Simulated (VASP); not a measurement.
# ScAl (Pm-3m) in VASP: a series of runs, part 2 of 2

VASP 6.6.1. Earlier steps stand in the parts before.

## (3) Single point, PBEsol

File INCAR:

```
SYSTEM = ScAl
PREC     = Accurate       ! precision mode
ENCUT    = 450            ! plane-wave cutoff, eV
EDIFF    = 1E-5           ! SCF threshold, eV
ISMEAR   = 1              ! smearing method
SIGMA    = 0.2            ! smearing width, eV
LREAL    = .False.        ! projectors in reciprocal space
LASPH    = .True.         ! aspherical terms in the spheres
NELM     = 100            ! most SCF steps
ALGO     = Normal         ! electronic algorithm
ISIF     = 2              ! what is computed and relaxed
LWAVE    = .False.        ! write WAVECAR
LCHARG   = .False.        ! write CHGCAR
GGA      = PS             ! functional
ADDGRID  = .False.
```

File KPOINTS:

```
Automatic mesh
0
Gamma
  7 7 7
  0 0 0
```

File POSCAR:

```
ScAl
1.0
    3.3703489700      0.0000000000      0.0000000000
    0.0000000000      3.3703489700      0.0000000000
    0.0000000000      0.0000000000      3.3703489700
Sc Al
1 1
Direct
    0.5000000000      0.5000000000      0.5000000000
    0.0000000000      0.0000000000      0.0000000000
```

Potentials or basis: VASP PAW PBE potentials, release 64 (Sc_sv, Al).

Launch:

```sh
cat potpaw_PBE.64/Sc_sv/POTCAR potpaw_PBE.64/Al/POTCAR > POTCAR
mpirun -np 1 vasp_std > vasp.out
```

OUTCAR:

```text
SYSTEM = ScAl
   PREC = Accurate
   ENCUT = 450
   EDIFF = 1E-5
   ISMEAR = 1
   LREAL = .False.
   LASPH = .True.
   NELM = 100
   ISIF = 2
   GGA = PS

 Found     20 irreducible k-points:

 Following reciprocal coordinates:
            Coordinates               Weight
  0.000000  0.000000  0.000000      1.000000
  0.142857  0.000000  0.000000      6.000000
  0.285714  0.000000  0.000000      6.000000
  0.428571  0.000000  0.000000      6.000000
  0.142857  0.142857  0.000000     12.000000
  0.285714  0.142857  0.000000     24.000000
   k-points           NKPTS =     20   k-points in BZ     NKDIM =     20   number of bands    NBANDS=     11
   number of dos      NEDOS =    301   number of ions     NIONS =      2
   total plane-waves  NPLWV =  13824
   dimension x,y,z NGX =    24 NGY =   24 NGZ =   24
   dimension x,y,z NGXF=    48 NGYF=   48 NGZF=   48
   ions per type =               1   1
   NGX,Y,Z   is equivalent  to a cutoff of  11.84, 11.84, 11.84 a.u.
   NGXF,Y,Z  is equivalent  to a cutoff of  23.68, 23.68, 23.68 a.u.
 SYSTEM =  ScAl
   PREC   = accura    normal or accurate (medium, high low for compatibility)
   ISTART =      0    job   : 0-new  1-cont  2-samecut
   ICHARG =      2    charge: 1-file 2-atom 10-const
   ISPIN  =      1    spin polarized calculation?
   LNONCOLLINEAR =      F non collinear calculations
   LSORBIT =      F    spin-orbit coupling
   LASPH  =      T    aspherical Exc in radial PAW
   ENCUT  =  450.0 eV  33.07 Ry    5.75 a.u.   5.83  5.83  5.83*2*pi/ulx,y,z
   NELM   =    100;   NELMIN=  2; NELMDL= -5     # of ELM steps
   EDIFF  = 0.1E-04   stopping-criterion for ELM
   LREAL  =      F    real-space projection
   EDIFFG = 0.1E-03   stopping-criterion for IOM
   NSW    =      0    number of steps for IOM
   IBRION =     -1    ionic relax: 0-MD 1-quasi-New 2-CG
   NFREE  =      0    steps in history (QN), initial steepest desc. (CG)
   ISIF   =      2    stress and relaxation
   ISYM   =      2    0-nonsym 1-usesym 2-fastsym
   POTIM  = 0.5000    time-step for ionic-motion
   TEBEG  =    0.0;   TEEND  =   0.0 temperature during run
   PSTRESS=    0.0 pullay stress
   NELECT =      14.0000    total number of electrons
   NUPDOWN=      -1.0000    fix difference up-down
   EMIN   =  10.00;   EMAX   =-10.00  energy-range for DOS
   EFERMI =   0.00;   METHOD = LEGACY
   ISMEAR =     1;   SIGMA  =   0.20  broadening in eV -4-tet -1-fermi 0-gaus
   EFERMI_NEDOS =   21; number of points for ismear=-14 and -15
   IALGO  =     38    algorithm
[... 17 lines left out ...]
 maximum number of plane-waves:       858
 NGX is ok and might be reduce to    24
   NGX = 11   NGY = 11   NGZ = 11

 number of electron      13.9999999 magnetization

 Free energy of the ion-electron system (eV)
  ---------------------------------------------------
  ext. energy  EPLUGINS =         0.00000000
  ---------------------------------------------------
  free energy    TOTEN  =       -11.61012428 eV

  energy without entropy =      -11.60801011  energy(sigma->0) =      -11.60941955

 E-fermi :   5.9270     XC(G=0): -10.4077

 val. band max:        5.9125332415   @ k =   0.4286   0.4286   0.1429
 cond. band min:       6.0115738594   @ k =   0.4286   0.1429   0.0000
 fundamental gap:      0.0990406179
 Fermi energy:         5.9270222128

 k-point     1 :       0.0000    0.0000    0.0000
  band No.  band energies     occupation
      1     -43.2460      2.00000
      2     -21.9224      2.00000
      3     -21.9224      2.00000
      4     -21.9224      2.00000
      5      -2.4913      2.00000
      6       5.3009      2.00009
      7       5.3009      2.00009
      8       8.6867     -0.00000
      9       8.6867     -0.00000
     10       8.6867     -0.00000
     11       9.7032     -0.00000
[... 57 lines left out ...]
 k-point     6 :       0.2857    0.1429    0.0000
  band No.  band energies     occupation
      1     -43.2342      2.00000
      2     -22.0303      2.00000
      3     -21.9458      2.00000
      4     -21.9093      2.00000
      5      -1.1108      2.00000
      6       3.8308      2.00000
      7       5.5325      2.01746
      8       6.8747     -0.00000
      9       7.3057     -0.00000
     10       8.4481     -0.00000
     11       9.3362     -0.00000

 [... further k-points ...]

------------------------ aborting loop because EDIFF is reached ----------------------------------------

  FORCE on cell =-STRESS in cart. coord.  units (eV):
  Direction    XX          YY          ZZ          XY          YZ          ZX
  --------------------------------------------------------------------------------------
  -------------------------------------------------------------------------------------
  Total       -0.4129032     -0.4129032     -0.4129032      0.0000000      0.0000000     -0.0000000
  in kB      -17.2796216    -17.2796216    -17.2796216      0.0000000      0.0000000     -0.0000000
  external PRESSURE =     -17.2796216 kB  Pullay stress =       0.0000000 kB

 VOLUME and BASIS-vectors are now :
 -----------------------------------------------------------------------------
  energy-cutoff  :      450.00
  volume of cell :       38.28
      direct lattice vectors                 reciprocal lattice vectors
     3.370348970  0.000000000  0.000000000     0.296705181  0.000000000  0.000000000
     0.000000000  3.370348970  0.000000000     0.000000000  0.296705181  0.000000000
     0.000000000  0.000000000  3.370348970     0.000000000  0.000000000  0.296705181

 POSITION                                       TOTAL-FORCE (eV/Angst)
 -----------------------------------------------------------------------------------
      1.68517      1.68517      1.68517         0.000000      0.000000      0.000000
      0.00000      0.00000      0.00000         0.000000      0.000000      0.000000
 -----------------------------------------------------------------------------------
    total drift:                                0.000000     -0.000000     -0.000000

  FREE ENERGIE OF THE ION-ELECTRON SYSTEM (eV)
  ---------------------------------------------------
  free  energy   TOTEN  =       -11.6101242765 eV

  energy  without entropy=      -11.6080101103  energy(sigma->0) =      -11.60941955
```

OSZICAR:

```text
N       E                     dE             d eps       ncg     rms          rms(c)
DAV:   1     0.128380100867E+03    0.12838E+03   -0.64508E+03   480   0.107E+03
DAV:   2    -0.965957366309E+01   -0.13804E+03   -0.13607E+03   472   0.399E+02
DAV:   3    -0.127543758267E+02   -0.30948E+01   -0.29802E+01   708   0.700E+01
DAV:   4    -0.128089759685E+02   -0.54600E-01   -0.54253E-01   679   0.670E+00
DAV:   5    -0.128103434401E+02   -0.13675E-02   -0.13669E-02   607   0.814E-01    0.754E+00
DAV:   6    -0.116704504444E+02    0.11399E+01   -0.37460E+00   701   0.255E+01    0.220E+00
DAV:   7    -0.116251515442E+02    0.45299E-01   -0.11564E-01   768   0.373E+00    0.929E-01
DAV:   8    -0.116105434590E+02    0.14608E-01   -0.12323E-02   535   0.115E+00    0.200E-01
DAV:   9    -0.116101321928E+02    0.41127E-03   -0.92958E-04   727   0.372E-01    0.110E-01
DAV:  10    -0.116101242765E+02    0.79163E-05   -0.32489E-05   704   0.538E-02
   1 F= -.11610124E+02 E0= -.11609420E+02  d E =-.211417E-02
```

Run time: 3.2 s. Hardware: 1 thread of Intel Xeon Platinum 8488C (Sapphire Rapids), shared host; peak memory 0.13 GiB.

The run converged, but some of its settings lie outside the range that counts as converged, so its numbers aren't taken as properties of the crystal.

Results:

```
Free energy            : -11.6101 eV
Pressure               : -1.7 GPa
Band gap on the k mesh : none (metal or under the smearing width)
```

Caveat: the PAW data sets were made with another functional, which shifts forces and pressure a little.

## (4) Single point, PBEsol

Changes to INCAR since step 3:

```diff
@@ -3,3 +3,3 @@
 ENCUT    = 450            ! plane-wave cutoff, eV
-EDIFF    = 1E-5           ! SCF threshold, eV
+EDIFF    = 1E-6           ! SCF threshold, eV
 ISMEAR   = 1              ! smearing method
@@ -14,2 +14,2 @@
 GGA      = PS             ! functional
-ADDGRID  = .False.
+ADDGRID  = .True.
```

KPOINTS is that of step 3.

POSCAR is that of step 3.

Potentials or basis: VASP PAW PBE potentials, release 64 (Sc_sv, Al).

Launch:

```sh
cat potpaw_PBE.64/Sc_sv/POTCAR potpaw_PBE.64/Al/POTCAR > POTCAR
mpirun -np 1 vasp_std > vasp.out
```

OUTCAR:

```text
SYSTEM = ScAl
   PREC = Accurate
   ENCUT = 450
   EDIFF = 1E-6
   ISMEAR = 1
   LREAL = .False.
   LASPH = .True.
   NELM = 100
   ISIF = 2
   GGA = PS

 Found     20 irreducible k-points:

 Following reciprocal coordinates:
            Coordinates               Weight
  0.000000  0.000000  0.000000      1.000000
  0.142857  0.000000  0.000000      6.000000
  0.285714  0.000000  0.000000      6.000000
  0.428571  0.000000  0.000000      6.000000
  0.142857  0.142857  0.000000     12.000000
  0.285714  0.142857  0.000000     24.000000
   k-points           NKPTS =     20   k-points in BZ     NKDIM =     20   number of bands    NBANDS=     11
[... 164 lines left out ...]
  --------------------------------------------------------------------------------------
  -------------------------------------------------------------------------------------
  Total       -0.4063248     -0.4063248     -0.4063248     -0.0000000     -0.0000000      0.0000000
  in kB      -17.0043215    -17.0043215    -17.0043215     -0.0000000     -0.0000000      0.0000000
  external PRESSURE =     -17.0043215 kB  Pullay stress =       0.0000000 kB

 VOLUME and BASIS-vectors are now :
 -----------------------------------------------------------------------------
  energy-cutoff  :      450.00
  volume of cell :       38.28
      direct lattice vectors                 reciprocal lattice vectors
     3.370348970  0.000000000  0.000000000     0.296705181  0.000000000  0.000000000
     0.000000000  3.370348970  0.000000000     0.000000000  0.296705181  0.000000000
     0.000000000  0.000000000  3.370348970     0.000000000  0.000000000  0.296705181

 POSITION                                       TOTAL-FORCE (eV/Angst)
 -----------------------------------------------------------------------------------
      1.68517      1.68517      1.68517         0.000000      0.000000      0.000000
      0.00000      0.00000      0.00000         0.000000      0.000000      0.000000
 -----------------------------------------------------------------------------------
    total drift:                                0.000000     -0.000000     -0.000000

  FREE ENERGIE OF THE ION-ELECTRON SYSTEM (eV)
  ---------------------------------------------------
  free  energy   TOTEN  =       -11.6101243520 eV

  energy  without entropy=      -11.6080093058  energy(sigma->0) =      -11.60941934
```

stdout:

```text
POSCAR found type information on POSCAR ScAl
 POSCAR found :  2 types and       2 ions
 scaLAPACK will be used
 -----------------------------------------------------------------------------
|                                                                             |
|                                                                             |
|     You enforced a specific xc type in the INCAR file but a different       |
|     I HOPE YOU KNOW WHAT YOU ARE DOING!                                     |
|                                                                             |
 -----------------------------------------------------------------------------

 LDA part: xc-table for (Slater+PW92), standard interpolation
 POSCAR, INCAR and KPOINTS ok, starting setup
 FFT: planning ... GRIDC
 FFT: planning ... GRID_SOFT
 FFT: planning ... GRID
 WAVECAR not read
 entering main loop
```

It took 4.9 s on 1 thread of Intel Xeon Platinum 8488C (Sapphire Rapids), shared host; peak memory 0.19 GiB.

These settings aren't checked as converged: the numbers below hold their error.

What came out:

| Property | Result |
| --- | --- |
| Free energy | -11.6101 eV |
| Pressure | -1.7 GPa |
| Band gap on the k mesh | none (metal or under the smearing width) |

Caveat: the PAW data sets were made with another functional, which shifts forces and pressure a little.

## (5) Single point, PBEsol

Changes to INCAR since step 4:

```diff
@@ -7,3 +7,3 @@
 LREAL    = .False.        ! projectors in reciprocal space
-LASPH    = .True.         ! aspherical terms in the spheres
+LASPH    = .False.        ! aspherical terms in the spheres
 NELM     = 100            ! most SCF steps
@@ -14,2 +14,2 @@
 GGA      = PS             ! functional
-ADDGRID  = .True.
+ADDGRID  = .False.
```

KPOINTS is that of step 4.

POSCAR is that of step 4.

Launch:

```sh
cat potpaw_PBE.64/Sc_sv/POTCAR potpaw_PBE.64/Al/POTCAR > POTCAR
mpirun -np 1 vasp_std > vasp.out
```

It took 2.8 s on 1 thread of Intel Xeon Platinum 8488C (Sapphire Rapids), shared host; peak memory 0.14 GiB.

The run converged, but some of its settings lie outside the range that counts as converged, so its numbers aren't taken as properties of the crystal.

What came out:

```yaml
Free_energy: -11.6101 eV
Pressure: -1.7 GPa
Band_gap_on_the_k_mesh: none (metal or under the smearing width)
```

Caveat: the PAW data sets were made with another functional, which shifts forces and pressure a little.
